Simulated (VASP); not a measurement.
# Sr (Fm-3m) in VASP: a series of runs

The runs below take Sr through single point, relaxation of cell and atoms, with RPBE, PW91, B3LYP+TS, optPBE-vdW.

All numbers are computed with VASP 6.6.1; they aren't measurements. Logs are shortened: lines on timing, memory, paths and dates and some standing lists are left out, and cuts for length are marked.

## (1) The crystal as given

It takes space group Fm-3m (No. 225, cubic). The conventional cell has a = 6.085 Å, b = 6.085 Å, c = 6.085 Å, α = 90.00°, β = 90.00°, γ = 90.00°. Sr (site symmetry m-3m) is surrounded by 12 Sr at 4.30 Å.

## (2) Single point, RPBE

The input, INCAR:

```
SYSTEM = Sr
PREC = Accurate ; ENCUT = 550
EDIFF = 1E-6 ; ISMEAR = 0
SIGMA = 0.02 ; LREAL = .FALSE.
LASPH = .TRUE. ; NELM = 60
ALGO = Fast ; ISIF = 2
LWAVE = .FALSE. ; LCHARG = .FALSE.
GGA = RP ; NBANDS = 11
```

The input, KPOINTS:

```
Automatic mesh
0
G
  8 8 8
  0 0 0
```

The input, POSCAR:

```
Sr
4.3025
    0.000000000000      0.707112144102      0.707112144102
    0.707112144102      0.000000000000      0.707112144102
    0.707112144102      0.707112144102      0.000000000000
Sr
1
Direct
    0.0000000000      0.0000000000      0.0000000000
```

Potentials or basis: VASP PAW PBE potentials, release 64 (Sr_sv_GW).

The run is started by

```sh
$ cat potpaw_PBE.64/Sr_sv_GW/POTCAR > POTCAR
$ mpirun -np 1 vasp_std > vasp.out
```

OUTCAR:

```text
SYSTEM = Sr
   PREC = Accurate
   ENCUT = 550
   EDIFF = 1E-6
   ISMEAR = 0
   LREAL = .FALSE.
   LASPH = .TRUE.
   NELM = 60
   ISIF = 2
   GGA = RP

 ion  position               nearest neighbor table
   1  0.000  0.000  0.000-

  LATTYP: Found a face centered cubic cell.
 ALAT       =     6.0847000000

  Lattice vectors:

 A1 = (   0.0000000000,   3.0423500000,   3.0423500000)
 A2 = (   3.0423500000,   0.0000000000,   3.0423500000)
 A3 = (   3.0423500000,   3.0423500000,   0.0000000000)

Analysis of symmetry for initial positions (statically):
=====================================================================
 Subroutine PRICEL returns:
 Original cell was already a primitive cell.

 Routine SETGRP: Setting up the symmetry group for a
 face centered cubic supercell.

 Subroutine GETGRP returns: Found 48 space group operations
 (whereof 48 operations were pure point group operations)
 out of a pool of 48 trial point group operations.

The static configuration has the point symmetry O_h .

Analysis of symmetry for dynamics (positions and initial velocities):
=====================================================================
 Subroutine PRICEL returns:
 Original cell was already a primitive cell.

 Routine SETGRP: Setting up the symmetry group for a
 face centered cubic supercell.

 Subroutine GETGRP returns: Found 48 space group operations
 (whereof 48 operations were pure point group operations)
 out of a pool of 48 trial point group operations.

The dynamic configuration has the point symmetry O_h .

 Subroutine INISYM returns: Found 48 space group operations
 (whereof 48 operations are pure point group operations),
 and found     1 'primitive' translations

----------------------------------------------------------------------------------------

                                     Primitive cell

  volume of cell :      56.3193

  direct lattice vectors                    reciprocal lattice vectors
     0.000000000  3.042350000  3.042350000    -0.164346640  0.164346640  0.164346640
     3.042350000  0.000000000  3.042350000     0.164346640 -0.164346640  0.164346640
     3.042350000  3.042350000  0.000000000     0.164346640  0.164346640 -0.164346640

  length of vectors
     4.302532631  4.302532631  4.302532631     0.284656730  0.284656730  0.284656730

  position of ions in fractional coordinates (direct lattice)
     0.000000000  0.000000000  0.000000000

  ion indices of the primitive-cell ions
   primitive index   ion index
                 1           1

----------------------------------------------------------------------------------------

 KPOINTS: Automatic mesh

Automatic generation of k-mesh.
 Grid dimensions read from file:
 generate k-points for:    8    8    8

 Generating k-lattice:

  Cartesian coordinates                     Fractional coordinates (reciprocal lattice)
    -0.020543330  0.020543330  0.020543330     0.125000000  0.000000000  0.000000000
     0.020543330 -0.020543330  0.020543330     0.000000000  0.125000000  0.000000000
     0.020543330  0.020543330 -0.020543330     0.000000000  0.000000000  0.125000000

  Length of vectors
     0.035582091  0.035582091  0.035582091

  Shift w.r.t. Gamma in fractional coordinates (k-lattice)
     0.000000000  0.000000000  0.000000000

 Subroutine IBZKPT returns following result:
 ===========================================

 Found     29 irreducible k-points:

 Following reciprocal coordinates:
            Coordinates               Weight
  0.000000  0.000000  0.000000      1.000000
  0.125000  0.000000  0.000000      8.000000
  0.250000  0.000000  0.000000      8.000000
  0.375000  0.000000  0.000000      8.000000
  0.500000  0.000000  0.000000      4.000000
  0.125000  0.125000  0.000000      6.000000
[... 16 lines left out ...]
  0.500000  0.250000  0.125000     48.000000
 -0.375000  0.250000  0.125000     24.000000
 [... further k-points ...]
   k-points           NKPTS =     29   k-points in BZ     NKDIM =     29   number of bands    NBANDS=     11
   number of dos      NEDOS =    301   number of ions     NIONS =      1
   total plane-waves  NPLWV =  46656
   dimension x,y,z NGX =    36 NGY =   36 NGZ =   36
   dimension x,y,z NGXF=    72 NGYF=   72 NGZF=   72
   ions per type =               1
   NGX,Y,Z   is equivalent  to a cutoff of  13.91, 13.91, 13.91 a.u.
   NGXF,Y,Z  is equivalent  to a cutoff of  27.82, 27.82, 27.82 a.u.
 SYSTEM =  Sr
   PREC   = accura    normal or accurate (medium, high low for compatibility)
   ISTART =      0    job   : 0-new  1-cont  2-samecut
   ICHARG =      2    charge: 1-file 2-atom 10-const
   ISPIN  =      1    spin polarized calculation?
   LNONCOLLINEAR =      F non collinear calculations
   LSORBIT =      F    spin-orbit coupling
   LASPH  =      T    aspherical Exc in radial PAW
   ENCUT  =  550.0 eV  40.42 Ry    6.36 a.u.   8.23  8.23  8.23*2*pi/ulx,y,z
   NELM   =     60;   NELMIN=  2; NELMDL= -5     # of ELM steps
   EDIFF  = 0.1E-05   stopping-criterion for ELM
   LREAL  =      F    real-space projection
   EDIFFG = 0.1E-04   stopping-criterion for IOM
   NSW    =      0    number of steps for IOM
   IBRION =     -1    ionic relax: 0-MD 1-quasi-New 2-CG
   NFREE  =      0    steps in history (QN), initial steepest desc. (CG)
   ISIF   =      2    stress and relaxation
   ISYM   =      2    0-nonsym 1-usesym 2-fastsym
   POTIM  = 0.5000    time-step for ionic-motion
   TEBEG  =    0.0;   TEEND  =   0.0 temperature during run
   PSTRESS=    0.0 pullay stress
   NELECT =      10.0000    total number of electrons
   NUPDOWN=      -1.0000    fix difference up-down
   EMIN   =  10.00;   EMAX   =-10.00  energy-range for DOS
   EFERMI =   0.00;   METHOD = LEGACY
   ISMEAR =     0;   SIGMA  =   0.02  broadening in eV -4-tet -1-fermi 0-gaus
   EFERMI_NEDOS =   21; number of points for ismear=-14 and -15
   IALGO  =     68    algorithm
   IMIX   =      4    mixing-type and parameters
     AMIX     =   0.40;   BMIX     =  1.00
     AMIX_MAG =   1.60;   BMIX_MAG =  1.00
  volume/ion in A,a.u.               =      56.32       380.06
  Fermi-wavevector in a.u.,A,eV,Ry     =   0.920144  1.738819 11.519569  0.846664
  Thomas-Fermi vector in A             =   2.045416
   LORBIT       =      0    0 simple, 1 ext, 2 COOP (PROOUT), +10 PAW based schemes
   GGA     = RP    functional components
   LHFCALC =     F    Hartree Fock is set to
   AEXX    =    0.0000 exact exchange contribution
   IVDW    =     0    specifies the selected vdW correction
   LEPSILON=     F    determine dielectric tensor
   LRPA    =     F    only Hartree local field effects (RPA)
 non-spin polarized calculation
 RMM-DIIS sequential band-by-band and
 Gauss-broadening in eV      SIGMA  =   0.02
  energy-cutoff  :      550.00
  volume of cell :       56.32
 maximum number of plane-waves:      1676
 NGX is ok and might be reduce to    36
   NGX = 17   NGY = 17   NGZ = 17

 number of electron      10.0000000 magnetization

 Free energy of the ion-electron system (eV)
  ---------------------------------------------------
  ext. energy  EPLUGINS =         0.00000000
  ---------------------------------------------------
  free energy    TOTEN  =        -6.11668354 eV

  energy without entropy =       -6.11625159  energy(sigma->0) =       -6.11646757

 E-fermi :   2.5328     XC(G=0):  -7.1634

 val. band max:        2.4763878355   @ k =  -0.3750   0.3750   0.0000
 cond. band min:       2.5425372030   @ k =  -0.3750   0.2500   0.1250
 fundamental gap:      0.0661493676
 Fermi energy:         2.5327753969

 k-point     1 :       0.0000    0.0000    0.0000
  band No.  band energies     occupation
      1     -34.1479      2.00000
      2     -16.0314      2.00000
      3     -16.0314      2.00000
      4     -16.0314      2.00000
      5      -1.0383      2.00000
      6       4.9243      0.00000
      7       4.9243      0.00000
      8       4.9243      0.00000
      9       6.3534      0.00000
     10       6.3534      0.00000
     11       9.4492      0.00000

 k-point     2 :       0.1250    0.0000    0.0000
  band No.  band energies     occupation
      1     -34.1462      2.00000
      2     -16.0579      2.00000
      3     -16.0350      2.00000
      4     -16.0350      2.00000
      5      -0.7958      2.00000
      6       4.5563      0.00000
      7       5.0269      0.00000
      8       5.0269      0.00000
      9       6.2213      0.00000
     10       6.2213      0.00000
     11      10.0112      0.00000

 k-point     3 :       0.2500    0.0000    0.0000
  band No.  band energies     occupation
      1     -34.1419      2.00000
      2     -16.1209      2.00000
      3     -16.0436      2.00000
      4     -16.0436      2.00000
      5      -0.1188      2.00000
      6       3.8291      0.00000
      7       5.0665      0.00000
      8       5.0665      0.00000
      9       6.2971      0.00000
     10       6.2971      0.00000
     11       9.1776      0.00000

 k-point     4 :       0.3750    0.0000    0.0000
  band No.  band energies     occupation
      1     -34.1375      2.00000
      2     -16.1826      2.00000
      3     -16.0522      2.00000
      4     -16.0522      2.00000
      5       0.8197      2.00000
      6       3.0793      0.00000
      7       4.8654      0.00000
      8       4.8654      0.00000
      9       6.9203      0.00000
     10       6.9203      0.00000
     11       8.3966      0.00000
[... 239 lines left out ...]
 k-point    22 :       0.3750    0.2500    0.1250
  band No.  band energies     occupation
      1     -34.1387      2.00000
      2     -16.1362      2.00000
      3     -16.0761      2.00000
      4     -16.0547      2.00000
      5       0.4493      2.00000
      6       3.6067      0.00000
      7       4.3949      0.00000
      8       5.5322      0.00000
      9       5.7308      0.00000
     10       7.0736      0.00000
     11       9.4990      0.00000

 k-point    23 :       0.5000    0.2500    0.1250
  band No.  band energies     occupation
      1     -34.1352      2.00000
      2     -16.1694      2.00000
      3     -16.0956      2.00000
      4     -16.0649      2.00000
      5       1.3547      2.00000
      6       3.1420      0.00000
      7       3.9510      0.00000
      8       5.3267      0.00000
      9       6.4427      0.00000
     10       7.5864      0.00000
     11       8.2290      0.00000

 k-point    24 :      -0.3750    0.2500    0.1250
  band No.  band energies     occupation
      1     -34.1337      2.00000
      2     -16.1837      2.00000
      3     -16.1017      2.00000
      4     -16.0705      2.00000
      5       2.1308      2.00000
      6       2.5425      0.49003
      7       3.9099      0.00000
      8       5.2033      0.00000
      9       6.8457      0.00000
     10       7.5956      0.00000
     11       7.7458      0.00000

 [... further k-points ...]

------------------------ aborting loop because EDIFF is reached ----------------------------------------

  FORCE on cell =-STRESS in cart. coord.  units (eV):
  Direction    XX          YY          ZZ          XY          YZ          ZX
  --------------------------------------------------------------------------------------
  -------------------------------------------------------------------------------------
  Total        0.1050674      0.1050674      0.1050674      0.0000000      0.0000000      0.0000000
  in kB        2.9889668      2.9889668      2.9889668      0.0000000      0.0000000      0.0000000
  external PRESSURE =       2.9889668 kB  Pullay stress =       0.0000000 kB

 VOLUME and BASIS-vectors are now :
 -----------------------------------------------------------------------------
  energy-cutoff  :      550.00
  volume of cell :       56.32
      direct lattice vectors                 reciprocal lattice vectors
     0.000000000  3.042350000  3.042350000    -0.164346640  0.164346640  0.164346640
     3.042350000  0.000000000  3.042350000     0.164346640 -0.164346640  0.164346640
     3.042350000  3.042350000  0.000000000     0.164346640  0.164346640 -0.164346640

 POSITION                                       TOTAL-FORCE (eV/Angst)
 -----------------------------------------------------------------------------------
      0.00000      0.00000      0.00000         0.000000      0.000000      0.000000
 -----------------------------------------------------------------------------------
    total drift:                                0.000000      0.000000      0.000000

  FREE ENERGIE OF THE ION-ELECTRON SYSTEM (eV)
  ---------------------------------------------------
  free  energy   TOTEN  =        -6.1166835355 eV

  energy  without entropy=       -6.1162515949  energy(sigma->0) =       -6.11646757
```

Run time: 15 s. Hardware: 1 thread of Intel Xeon 6975P-C (Granite Rapids), shared host; peak memory 0.22 GiB.

What came out:

```
Free energy            : -6.1167 eV
Pressure               : 0.3 GPa
Band gap on the k mesh : none (metal or under the smearing width)
```

Caveat: the PAW data sets were made with another functional, which shifts forces and pressure a little.

## (3) Single point, RPBE

The input, run.py:

```python
from ase.calculators.vasp import Vasp
from ase.dft.bandgap import bandgap
from ase.spacegroup import crystal

atoms = crystal(
    ['Sr'],
    basis=[[0.0, 0.0, 0.0]],
    spacegroup=225,
    setting=1,
    cellpar=[6.0847, 6.0847, 6.0847, 90.0, 90.0, 90.0],
    primitive_cell=True,
)
calc = Vasp(
    directory='calc',
    xc='rpbe',
    pp='PBE',
    setups='gw',
    prec='Accurate',
    encut=550,
    ediff=1e-06,
    ismear=0,
    sigma=0.02,
    lreal=False,
    lasph=True,
    nelm=100,
    algo='Normal',
    isif=2,
    lwave=False,
    lcharg=True,
    lelf=True,
    lvhar=True,
    kpts=[8, 8, 8],
    gamma=True,
)
atoms.calc = calc

print('energy (eV):', atoms.get_potential_energy())
print('free energy (eV):', atoms.get_potential_energy(force_consistent=True))
print('forces (eV/A):')
print(atoms.get_forces())
print('stress (eV/A^3, Voigt):', atoms.get_stress())
print('Fermi level (eV):', calc.get_fermi_level())
gap, top, bottom = bandgap(calc)
print('band gap (eV):', gap, 'from (spin, k, band)', top, 'to', bottom)
```

Potentials or basis: VASP PAW PBE potentials, release 64 (Sr_sv_GW).

The run is started by

```sh
$ python run.py
```

Wall time 13 s (1 thread of Intel Xeon 6975P-C (Granite Rapids), shared host); peak memory 0.21 GiB.

The run converged. Its results:

| Item | Value |
| --- | --- |
| Free energy | -6.1167 eV |
| Pressure | 0.3 GPa |
| Band gap on the k mesh | none (metal or under the smearing width) |

Levels at points of the mesh, in eV from the Fermi level:
```
           k point  band 1  band 2  band 3  band 4  band 5  band 6  band 7  band 8  band 9
(0.00, 0.00, 0.00)  -36.68  -18.56  -18.56  -18.56   -3.57    2.39    2.39    2.39    3.82
(0.50, 0.00, 0.00)  -36.67  -18.74  -18.59  -18.59   -1.05    0.03    2.23    2.23    4.83
(0.50, 0.50, 0.00)  -36.66  -18.73  -18.63  -18.63   -0.58    0.42    1.00    4.83    5.19
```

Caveat: the PAW data sets were made with another functional, which shifts forces and pressure a little.

(Part 1 of 2 ends here.)
